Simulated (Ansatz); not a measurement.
# KI: the cost of one run

Program: Ansatz 0.2.0. Level of theory: reference: DFT, HSE06, plane waves, PAW. These are calculated values, not measurements.

1 further run of the same task is left out (it didn't finish).

## 1. The system as given

It takes space group Fm-3m (No. 225, cubic). Conventional cell: a = 7.089 Å, b = 7.089 Å, c = 7.089 Å, α = 90.00°, β = 90.00°, γ = 90.00°. K (site symmetry m-3m) is surrounded by 6 I at 3.54 Å. I (site symmetry m-3m) is surrounded by 6 K at 3.54 Å.

Structure file:

```xyz
2
Lattice="0.0000 3.5443 3.5443 3.5443 0.0000 3.5443 3.5443 3.5443 0.0000" Properties=species:S:1:pos:R:3 pbc="T T T"
K     0.0000    0.0000    0.0000
I     3.5443    3.5443    3.5443
```

## 2. Reference

input.yaml

```yaml
crystal:
  lattice:
    - [0.0, 3.544284298, 3.544284298]
    - [3.544284298, 0.0, 3.544284298]
    - [3.544284298, 3.544284298, 0.0]
  atoms:
    - { symbol: K, position: [0.0, 0.0, 0.0] }
    - { symbol: I, position: [0.5, 0.5, 0.5] }
kpoints:
  mp_grid: { grid: [4, 4, 4] }
hamiltonian:
  xc: hse06
scf:
  occupations: { method: fixed }
  n_extra_bands: 4
output:
  forces: true
  stress: true
  eigenvalues: true
```

Run with:

```bash
$ ansatz run input.yaml --threads 4 --pin off --max-ram 3686MiB --backend cpu --events-out ev --progress --plain --runs-dir out
```

Q: Estimate wall time and peak memory on 4 threads of Arm Neoverse N1, shared host.

About 14 s, with a peak of 0.98 GiB.
